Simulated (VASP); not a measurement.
# Al2Au under changes of volume

One of the cells (18.000 Å³/atom); the others are scaled copies at fixed shape and fractional positions:

```
Au Al
1.0
     0.00000    3.00000    3.00000
     3.00000    0.00000    3.00000
     3.00000    3.00000    0.00000
Au Al
1 2
Direct
  0.00000 0.00000 0.00000
  0.75000 0.75000 0.75000
  0.25000 0.25000 0.25000
```

| Quantity | Value |
| --- | --- |
| Program | VASP 6.6.1 |
| Functional | PBEsol |
| Potentials or basis | VASP PAW PBE potentials, release 64 (Au, Al) |
| Cutoff | 520 eV |
| k mesh | 8 × 8 × 8 |
| Occupations | fermi-dirac, width 0.05 eV |
| Spin | no spin polarisation |

```csv
volume (Å³/atom),energy over the lowest point (meV/atom),pressure (GPa)
17.280,?,?
17.640,2.34,2.3
18.000,0.00,-0.1
18.360,2.77,-2.3
18.720,10.06,-4.2
```

Question: What does the run at 17.280 Å³/atom give?

Answer: Energy over the lowest point 10.46 meV/atom; pressure 5.0 GPa.

Worked out: A Birch-Murnaghan fit of order 2 (a polynomial in V^(-2/3)) to the other rows has its minimum at 17.98 Å³/atom with B0 = V·E''(V) = 113 GPa. It gives 10.24 meV/atom at 17.280 Å³/atom, against the run's 10.46, and -dE/dV = 4.8 GPa, against 5.0.

Energies are extrapolated to zero smearing.

Caveats: the PAW data sets were made with another functional, which shifts forces and pressure a little.
